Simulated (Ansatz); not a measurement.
# Sn (bcc): from the first guess to the electronic structure

Aim: bring Sn (bcc) to zero pressure, then compute its bands, density of states and charges. Whether the element takes this structure at low temperature is a separate question.

Computed with Ansatz 0.2.0 (DFT r²SCAN, scalar-relativistic, plane waves, PAW (the target; the first runs use scalar-relativistic PBE), unless a step's input says otherwise).

### 1 Starting point

The structure is cubic, space group Im-3m (No. 229). The conventional cell has a = 3.782 Å, b = 3.782 Å, c = 3.782 Å, α = 90.00°, β = 90.00°, γ = 90.00°. Sn (site symmetry m-3m) has 8 Sn at 3.28 Å as nearest neighbours.

As a file:

```cif
data_structure
_symmetry_space_group_name_H-M 'P 1'
_symmetry_Int_Tables_number 1
_cell_length_a 3.2756
_cell_length_b 3.2756
_cell_length_c 3.2756
_cell_angle_alpha 109.471
_cell_angle_beta 109.471
_cell_angle_gamma 109.471
_cell_volume 27.05
loop_
_atom_site_label
_atom_site_type_symbol
_atom_site_fract_x
_atom_site_fract_y
_atom_site_fract_z
_atom_site_occupancy
Sn1 Sn 0.00000 0.00000 0.00000 1
```

### 2 The first run (PBE, 8×8×8 mesh)

input.yaml reads:

```yaml
crystal:
  lattice:
    - [-1.8911406569, 1.8911406569, 1.8911406569]
    - [1.8911406569, -1.8911406569, 1.8911406569]
    - [1.8911406569, 1.8911406569, -1.8911406569]
  atoms:
    - { symbol: Sn, position: [0.0, 0.0, 0.0] }
basis:
  ecutwfc: 420
  ecutrho_ratio: 4
kpoints:
  mp_grid: { grid: [8, 8, 8] }
hamiltonian:
  xc: pbe
scf:
  occupations: { method: gaussian, width: 0.05 }
output:
  forces: true
  stress: true
  eigenvalues: true
```

Output (excerpt; [...] marks lines left out):

```text
Warning: RAYON_NUM_THREADS=2 ignored (pool sized by the plan → 2); use --threads N
[...]
Pseudopotentials: kind: paw
Pseudopotential: Sn, paw, valence charge 14, recommended cutoff 420 eV (normal), Sn.paw.azcp
Functional definition: PBE
[...]
Crystal: 1 atoms, lattice volume = 27.054 Å³
Basis set: ecut = 420 eV, 531 PW (Γ), exchange–correlation on 48×48×48 points (8 copies of the dense FFT grid, shifted against one another)
Bands: 11, of which v1, the nominal top of the filled ones, is band 7 counted from 1 (6 counted from 0)
Symmetry: 48 space group operations
Space group: Im-3m (ITA 229), of the structure as read, at distance tolerance 3.0e-5 Å
k-points: 29 of 512
[...]
SCF iter   1: F=—  HF=-6024.121478 eV  |F-HF|=—  |Δ(HF+E_count)|=         —  Δρ=6.98e-4  dr2=7.87e-5  ethr=1.77e-3  ⟨swp⟩=5.8  Hψ=1879  notcnv=0
[...]
SCF iter   6: F=-6024.121065 eV  HF=-6024.121065 eV  |F-HF|=2.17e-9  |Δ(HF+E_count)|=   2.67e-8  Δρ=2.53e-6  dr2=1.17e-9  ethr=2.74e-10  ⟨swp⟩=3.1  Hψ=1297  notcnv=0
[...]
SCF converged after 6 iterations
Free energy (F): -6024.121065 eV
[...]
E sigma→0 (E₀):  -6024.119838 eV
Entropy (-TS):   -0.002456 eV (-2.456 meV/atom)
Fermi energy:    10.832671 eV
[...]
--- Forces (eV/Å), atoms counted from 1 ---
  atom   1  Sn     0.00000000    -0.00000000     0.00000000
[...]
--- Stress (GPa, compression-positive) ---
        1.230257       0.000000       0.000000
       -0.000000       1.230257       0.000000
        0.000000       0.000000       1.230257
  P = ⅓ Tr σ = 1.2303 GPa (12.303 kbar)
--- Band table (eV; the first three rows and the last of 29) ---
  k-point 0: bands = ["-10.6390", "-10.6390", "-10.6390", "-10.4985", "-10.4985", "-0.1895", "18.9453", "18.9453", "18.9453", "23.0457", "23.0457"]
[...]
```

Wall time 0.69 s (2 threads of an Arm CPU, shared host); peak memory 0.26 GiB.

Result: volume 27.054 Å³/atom, pressure 1.23 GPa, no gap.

### 3 Stepping to 27.276 Å³/atom (PBE, 8×8×8 mesh)

input.yaml, as its differences from that of step 2:

```diff
@@ -2,5 +2,5 @@
   lattice:
-    - [-1.8911406569, 1.8911406569, 1.8911406569]
-    - [1.8911406569, -1.8911406569, 1.8911406569]
-    - [1.8911406569, 1.8911406569, -1.8911406569]
+    - [-1.8962967836, 1.8962967836, 1.8962967836]
+    - [1.8962967836, -1.8962967836, 1.8962967836]
+    - [1.8962967836, 1.8962967836, -1.8962967836]
   atoms:
```

Output (excerpt; [...] marks lines left out):

```text
Warning: RAYON_NUM_THREADS=2 ignored (pool sized by the plan → 2); use --threads N
[...]
[... 3 set-up lines as earlier in the session ...]
[...]
Crystal: 1 atoms, lattice volume = 27.276 Å³
Basis set: ecut = 420 eV, 555 PW (Γ), exchange–correlation on 48×48×48 points (8 copies of the dense FFT grid, shifted against one another)
Bands: 11, of which v1, the nominal top of the filled ones, is band 7 counted from 1 (6 counted from 0)
[... 2 set-up lines as earlier in the session ...]
k-points: 29 of 512
[...]
SCF iter   1: F=—  HF=-6024.123038 eV  |F-HF|=—  |Δ(HF+E_count)|=         —  Δρ=7.10e-4  dr2=8.45e-5  ethr=1.77e-3  ⟨swp⟩=5.6  Hψ=1887  notcnv=0
[...]
SCF iter   6: F=-6024.122556 eV  HF=-6024.122556 eV  |F-HF|=9.46e-11  |Δ(HF+E_count)|=   6.18e-9  Δρ=1.10e-6  dr2=1.41e-10  ethr=4.23e-11  ⟨swp⟩=2.5  Hψ=1154  notcnv=0
[...]
SCF converged after 6 iterations
Free energy (F): -6024.122556 eV
[...]
E sigma→0 (E₀):  -6024.121183 eV
Entropy (-TS):   -0.002747 eV (-2.747 meV/atom)
Fermi energy:    10.710767 eV
[...]
--- Forces (eV/Å), atoms counted from 1 ---
  atom   1  Sn     0.00000000    -0.00000000    -0.00000000
[...]
--- Stress (GPa, compression-positive) ---
        0.925121      -0.000000      -0.000000
       -0.000000       0.925121      -0.000000
       -0.000000       0.000000       0.925121
  P = ⅓ Tr σ = 0.9251 GPa (9.251 kbar)
--- Band table (eV; the first three rows and the last of 29) ---
  k-point 0: bands = ["-10.7523", "-10.7523", "-10.7523", "-10.6153", "-10.6153", "-0.2507", "18.7487", "18.7487", "18.7487", "22.9062", "22.9062"]
[...]
```

Run time: 0.7 s. Hardware: 2 threads of an Arm CPU, shared host; peak memory 0.26 GiB.

Read off: volume 27.276 Å³/atom, pressure 0.93 GPa, a metal on this mesh.

### 4 Volume 28.016 Å³/atom (PBE, 8×8×8 mesh)

input.yaml, as its differences from that of step 3:

```diff
@@ -2,5 +2,5 @@
   lattice:
-    - [-1.8962967836, 1.8962967836, 1.8962967836]
-    - [1.8962967836, -1.8962967836, 1.8962967836]
-    - [1.8962967836, 1.8962967836, -1.8962967836]
+    - [-1.9132975019, 1.9132975019, 1.9132975019]
+    - [1.9132975019, -1.9132975019, 1.9132975019]
+    - [1.9132975019, 1.9132975019, -1.9132975019]
   atoms:
```

Output (excerpt; [...] marks lines left out):

```text
Warning: RAYON_NUM_THREADS=2 ignored (pool sized by the plan → 2); use --threads N
[...]
[... 3 set-up lines as earlier in the session ...]
[...]
Crystal: 1 atoms, lattice volume = 28.016 Å³
Basis set: ecut = 420 eV, 555 PW (Γ), exchange–correlation on 48×48×48 points (8 copies of the dense FFT grid, shifted against one another)
Bands: 11, of which v1, the nominal top of the filled ones, is band 7 counted from 1 (6 counted from 0)
[... 2 set-up lines as earlier in the session ...]
k-points: 29 of 512
[...]
SCF iter   1: F=—  HF=-6024.125400 eV  |F-HF|=—  |Δ(HF+E_count)|=         —  Δρ=9.88e-4  dr2=1.61e-4  ethr=1.77e-3  ⟨swp⟩=5.6  Hψ=1888  notcnv=0
[...]
SCF iter   6: F=-6024.124752 eV  HF=-6024.124752 eV  |F-HF|=2.68e-10  |Δ(HF+E_count)|=   1.50e-9  Δρ=1.12e-6  dr2=4.75e-10  ethr=3.19e-11  ⟨swp⟩=3.0  Hψ=1271  notcnv=0
[...]
SCF converged after 6 iterations
Free energy (F): -6024.124752 eV
[...]
E sigma→0 (E₀):  -6024.123439 eV
Entropy (-TS):   -0.002628 eV (-2.628 meV/atom)
Fermi energy:    10.325056 eV
[...]
--- Forces (eV/Å), atoms counted from 1 ---
  atom   1  Sn     0.00000000    -0.00000000    -0.00000000
[...]
--- Stress (GPa, compression-positive) ---
        0.033241       0.000000       0.000000
        0.000000       0.033241      -0.000000
        0.000000       0.000000       0.033241
  P = ⅓ Tr σ = 0.0332 GPa (0.332 kbar)
--- Band table (eV; the first three rows and the last of 29) ---
  k-point 0: bands = ["-11.1177", "-11.1177", "-11.1177", "-10.9913", "-10.9913", "-0.4478", "18.1163", "18.1163", "18.1163", "22.4620", "22.4620"]
[...]
```

It took 0.67 s on 2 threads of an Arm CPU, shared host; peak memory 0.26 GiB.

This gives: volume 28.016 Å³/atom, pressure 0.03 GPa, a metal on this mesh.

### 5 First run at r²SCAN

input.yaml, as its differences from that of step 4:

```diff
@@ -8,8 +8,8 @@
 basis:
-  ecutwfc: 420
+  ecutwfc: 500
   ecutrho_ratio: 4
 kpoints:
-  mp_grid: { grid: [8, 8, 8] }
+  mp_grid: { grid: [16, 16, 16] }
 hamiltonian:
-  xc: pbe
+  xc: r2scan
 scf:
```

Output (excerpt; [...] marks lines left out):

```text
Warning: RAYON_NUM_THREADS=2 ignored (pool sized by the plan → 2); use --threads N
[...]
[... 1 set-up line as earlier in the session ...]
Pseudopotential: Sn, paw, valence charge 14, recommended cutoff 500 eV (meta_gga), Sn.paw.azcp
Functional definition: r2SCAN
[...]
Crystal: 1 atoms, lattice volume = 28.016 Å³
Basis set: ecut = 500 eV, 683 PW (Γ), exchange–correlation on 100×100×100 points (64 copies of the dense FFT grid, shifted against one another)
Bands: 11, of which v1, the nominal top of the filled ones, is band 7 counted from 1 (6 counted from 0)
[... 2 set-up lines as earlier in the session ...]
k-points: 145 of 4096
[...]
SCF iter   1: F=—  HF=-6038.378548 eV  |F-HF|=—  |Δ(HF+E_count)|=         —  Δρ=4.23e-3  dr2=2.15e-3  dr2_τ=1.90e-4  ethr=1.77e-3  ⟨swp⟩=5.2  Hψ=9547  notcnv=0
[...]
SCF iter   6: F=-6038.384616 eV  HF=-6038.384616 eV  |F-HF|=1.08e-7  |Δ(HF+E_count)|=   1.56e-6  Δρ=1.29e-5  dr2=3.09e-8  dr2_τ=7.36e-10  ethr=7.14e-10  ⟨swp⟩=8.1  Hψ=8377  notcnv=0
[...]
SCF converged after 6 iterations
Free energy (F): -6038.384616 eV
[...]
E sigma→0 (E₀):  -6038.384255 eV
Entropy (-TS):   -0.000722 eV (-0.722 meV/atom)
Fermi energy:    10.305456 eV
[...]
--- Forces (eV/Å), atoms counted from 1 ---
  atom   1  Sn    -0.00000000     0.00000000     0.00000000
[...]
--- Stress (GPa, compression-positive) ---
       -1.544941       0.000000      -0.000000
       -0.000000      -1.544941       0.000000
       -0.000000      -0.000000      -1.544941
  P = ⅓ Tr σ = -1.5449 GPa (-15.449 kbar)
--- Band table (eV; the first three rows and the last of 145) ---
  k-point 0: bands = ["-11.9500", "-11.9500", "-11.9500", "-11.8135", "-11.8135", "-1.0671", "18.4939", "18.4939", "18.4939", "23.1889", "23.1889"]
[...]
```

It took 4.7 s on 2 threads of an Arm CPU, shared host; peak memory 0.4 GiB.

In short: volume 28.016 Å³/atom, pressure -1.54 GPa, no gap.

### 6 Volume 27.728 Å³/atom

input.yaml, as its differences from that of step 5:

```diff
@@ -2,5 +2,5 @@
   lattice:
-    - [-1.9132975019, 1.9132975019, 1.9132975019]
-    - [1.9132975019, -1.9132975019, 1.9132975019]
-    - [1.9132975019, 1.9132975019, -1.9132975019]
+    - [-1.9067060844, 1.9067060844, 1.9067060844]
+    - [1.9067060844, -1.9067060844, 1.9067060844]
+    - [1.9067060844, 1.9067060844, -1.9067060844]
   atoms:
```

Output (excerpt; [...] marks lines left out):

```text
Warning: RAYON_NUM_THREADS=2 ignored (pool sized by the plan → 2); use --threads N
[...]
[... 3 set-up lines as earlier in the session ...]
[...]
Crystal: 1 atoms, lattice volume = 27.728 Å³
Basis set: ecut = 500 eV, 683 PW (Γ), exchange–correlation on 100×100×100 points (64 copies of the dense FFT grid, shifted against one another)
Bands: 11, of which v1, the nominal top of the filled ones, is band 7 counted from 1 (6 counted from 0)
[... 2 set-up lines as earlier in the session ...]
k-points: 145 of 4096
[...]
SCF iter   1: F=—  HF=-6038.380566 eV  |F-HF|=—  |Δ(HF+E_count)|=         —  Δρ=4.27e-3  dr2=2.16e-3  dr2_τ=2.10e-4  ethr=1.77e-3  ⟨swp⟩=5.1  Hψ=9559  notcnv=0
[...]
SCF iter   6: F=-6038.386984 eV  HF=-6038.386984 eV  |F-HF|=9.16e-8  |Δ(HF+E_count)|=   1.57e-6  Δρ=1.21e-5  dr2=2.67e-8  dr2_τ=6.20e-10  ethr=7.14e-10  ⟨swp⟩=8.1  Hψ=8372  notcnv=0
[...]
SCF converged after 6 iterations
Free energy (F): -6038.386984 eV
[...]
E sigma→0 (E₀):  -6038.386586 eV
Entropy (-TS):   -0.000795 eV (-0.795 meV/atom)
Fermi energy:    10.457343 eV
[...]
--- Forces (eV/Å), atoms counted from 1 ---
  atom   1  Sn    -0.00000000     0.00000000     0.00000000
[...]
--- Stress (GPa, compression-positive) ---
       -1.082891      -0.000000       0.000000
        0.000000      -1.082891       0.000000
        0.000000      -0.000000      -1.082891
  P = ⅓ Tr σ = -1.0829 GPa (-10.829 kbar)
--- Band table (eV; the first three rows and the last of 145) ---
  k-point 0: bands = ["-11.8054", "-11.8054", "-11.8054", "-11.6646", "-11.6646", "-0.9935", "18.7447", "18.7447", "18.7447", "23.3585", "23.3585"]
[...]
```

Wall time 4.6 s (2 threads of an Arm CPU, shared host); peak memory 0.4 GiB.

This gives: volume 27.728 Å³/atom, pressure -1.08 GPa, a metal on this mesh.

### 7 Volume 27.110 Å³/atom

input.yaml, as its differences from that of step 6:

```diff
@@ -2,5 +2,5 @@
   lattice:
-    - [-1.9067060844, 1.9067060844, 1.9067060844]
-    - [1.9067060844, -1.9067060844, 1.9067060844]
-    - [1.9067060844, 1.9067060844, -1.9067060844]
+    - [-1.8924427724, 1.8924427724, 1.8924427724]
+    - [1.8924427724, -1.8924427724, 1.8924427724]
+    - [1.8924427724, 1.8924427724, -1.8924427724]
   atoms:
```

Output (excerpt; [...] marks lines left out):

```text
Warning: RAYON_NUM_THREADS=2 ignored (pool sized by the plan → 2); use --threads N
[...]
[... 3 set-up lines as earlier in the session ...]
[...]
Crystal: 1 atoms, lattice volume = 27.110 Å³
Basis set: ecut = 500 eV, 675 PW (Γ), exchange–correlation on 96×96×96 points (64 copies of the dense FFT grid, shifted against one another)
Bands: 11, of which v1, the nominal top of the filled ones, is band 7 counted from 1 (6 counted from 0)
[... 2 set-up lines as earlier in the session ...]
k-points: 145 of 4096
[...]
SCF iter   1: F=—  HF=-6038.381793 eV  |F-HF|=—  |Δ(HF+E_count)|=         —  Δρ=4.51e-3  dr2=2.36e-3  dr2_τ=2.49e-4  ethr=1.77e-3  ⟨swp⟩=5.2  Hψ=9605  notcnv=0
[...]
SCF iter   6: F=-6038.389132 eV  HF=-6038.389132 eV  |F-HF|=1.15e-7  |Δ(HF+E_count)|=   1.77e-6  Δρ=1.31e-5  dr2=3.26e-8  dr2_τ=1.05e-9  ethr=7.14e-10  ⟨swp⟩=8.2  Hψ=8534  notcnv=0
[...]
SCF converged after 6 iterations
Free energy (F): -6038.389132 eV
[...]
E sigma→0 (E₀):  -6038.388616 eV
Entropy (-TS):   -0.001032 eV (-1.032 meV/atom)
Fermi energy:    10.796647 eV
[...]
--- Forces (eV/Å), atoms counted from 1 ---
  atom   1  Sn    -0.00000000     0.00000000     0.00000000
[...]
--- Stress (GPa, compression-positive) ---
       -0.016414       0.000000       0.000000
       -0.000000      -0.016414       0.000000
       -0.000000      -0.000000      -0.016414
  P = ⅓ Tr σ = -0.0164 GPa (-0.164 kbar)
--- Band table (eV; the first three rows and the last of 145) ---
  k-point 0: bands = ["-11.4875", "-11.4875", "-11.4875", "-11.3368", "-11.3368", "-0.8314", "19.2994", "19.2994", "19.2994", "23.7312", "23.7312"]
[...]
```

Wall time 4.3 s (2 threads of an Arm CPU, shared host); peak memory 0.39 GiB.

Read off: volume 27.110 Å³/atom, pressure -0.02 GPa, no gap.

### 8 The way to zero pressure

```
step   level      mesh  relaxed  volume (Å³/atom)  pressure (GPa)
   2     PBE     8×8×8  nothing            27.054            1.23
   3     PBE     8×8×8  nothing            27.276            0.93
   4     PBE     8×8×8  nothing            28.016            0.03
   5  r²SCAN  16×16×16  nothing            28.016           -1.54
   6  r²SCAN  16×16×16  nothing            27.728           -1.08
   7  r²SCAN  16×16×16  nothing            27.110           -0.02
```

### 9 A single point with the electronic structure

input.yaml, as its differences from that of step 7:

```diff
@@ -12,2 +12,7 @@
   mp_grid: { grid: [16, 16, 16] }
+  band_path:
+    path:
+      - [[0.0, 0.0, 0.0], [0.5, -0.5, 0.5], [0.0, 0.0, 0.5], [0.0, 0.0, 0.0], [0.25, 0.25, 0.25], [0.5, -0.5, 0.5]]
+      - [[0.25, 0.25, 0.25], [0.0, 0.0, 0.5]]
+    npoints: 14
 hamiltonian:
@@ -16,2 +21,3 @@
   occupations: { method: gaussian, width: 0.05 }
+  n_extra_bands: 10
 output:
@@ -20 +26,4 @@
   eigenvalues: true
+  populations: true
+  dos: { projected: true, de: 0.02, nscf_kmesh: { grid: [24, 24, 24] } }
+  bader: true
```

Output (excerpt; [...] marks lines left out):

```text
Warning: RAYON_NUM_THREADS=2 ignored (pool sized by the plan → 2); use --threads N
scf.n_extra_bands = 10 over 7 filled bands (N_el = 14.0): the run solves 17 bands
[...]
[... 3 set-up lines as earlier in the session ...]
[...]
Crystal: 1 atoms, lattice volume = 27.110 Å³
Basis set: ecut = 500 eV, 675 PW (Γ), exchange–correlation on 96×96×96 points (64 copies of the dense FFT grid, shifted against one another)
Bands: 17, of which v1, the nominal top of the filled ones, is band 7 counted from 1 (6 counted from 0)
[... 2 set-up lines as earlier in the session ...]
k-points: 145 of 4096
[...]
NSCF: frozen V_eff on 413 k-points
SCF converged after 6 iterations
Free energy (F): -6038.389132 eV
[...]
E sigma→0 (E₀):  -6038.388616 eV
Entropy (-TS):   -0.001032 eV (-1.032 meV/atom)
Fermi energy:    10.796681 eV
[...]
--- Forces (eV/Å), atoms counted from 1 ---
  atom   1  Sn    -0.00000000     0.00000000     0.00000000
[...]
--- Stress (GPa, compression-positive) ---
       -0.017288       0.000000      -0.000000
        0.000000      -0.017288      -0.000000
       -0.000000      -0.000000      -0.017288
  P = ⅓ Tr σ = -0.0173 GPa (-0.173 kbar)
--- Band table (eV; the first three rows and the last of 145) ---
  k-point 0: bands = ["-11.4873", "-11.4873", "-11.4873", "-11.3366", "-11.3366", "-0.8313", "19.2994", "19.2994", "19.2994", "23.7313", "23.7313", "23.7313", "24.0699", "24.0699", "24.0699", "25.7670", "25.7670"]
[...]
--- Löwdin populations: 1 site ---
  site symbol       q [e]
     0     Sn     13.9592
  spilling = 0.002912 (of n_electrons = 14.000000)
--- Bader charges: 1 site ---
  site symbol  charge [e]  shift [e]
     0     Sn      0.0000     0.0000
  estimated error of the sums over rays = 5.5e-7 e
```

It took 18 s on 2 threads of an Arm CPU, shared host; peak memory 0.42 GiB.

This gives: volume 27.110 Å³/atom, pressure -0.02 GPa, a metal on this mesh.

Levels next to the Fermi level at the named points, in eV from the Fermi level:

```
point             filled      empty
    Γ             -11.63           
    H  -0.55 -0.55 -0.55  4.22 4.22
    N        -6.61 -4.66  3.80 5.90
    P  -1.50 -1.50 -1.50
```

Empty levels over 7.0 eV, where the set of bands solved is no longer complete, are left out.

Where fewer filled levels are listed, no further ones lie within 9 eV under the Fermi level in the band file.

Bands that cross the Fermi level on the path (counted from 0), with the number of crossings: 6: 3, 7: 4, 8: 6.

Counts of states by energy window, in eV from the Fermi level:

```
from  to  total  Sn 5p  Sn 5s
  -7  -6   0.50   0.12   0.37
  -6  -5   0.31   0.06   0.25
  -5  -4   0.15   0.09   0.06
  -4  -3   0.37   0.31   0.06
  -3  -2   0.52   0.42   0.09
  -2  -1   0.48   0.38   0.09
  -1   0   0.55   0.46   0.08
   0   1   0.56   0.47   0.07
   1   2   0.56   0.47   0.06
   2   3   0.57   0.48   0.05
   3   4   0.59   0.51   0.04
   4   5   0.61   0.49   0.03
   5   6   0.88   0.69   0.03
```

Below -7 eV the file holds 0.9 more states, down to its end at -10 eV.

### 10 Outcome

```
                 quantity                                                                      value
              space group                                                            Im-3m (No. 229)
        conventional cell  a = 3.785 Å, b = 3.785 Å, c = 3.785 Å, α = 90.00°, β = 90.00°, γ = 90.00°
                   volume                                                             27.110 Å³/atom
                 pressure                                                                  -0.02 GPa
                      gap                                                               none (metal)
states at the Fermi level                                                       0.56 per eV per cell
```

In words: The last run holds the volume at 27.11 Å³/atom, where the pressure is zero within 0.02 GPa. r²SCAN puts the volume about 3 % below the PBE estimate, which also had a coarser mesh. It comes out metallic; the largest share of the states at the Fermi level is Sn 5p (87 % of the projected weight). Spin–orbit coupling is left out, though the cell holds Sn; it can open a gap where p bands cross.
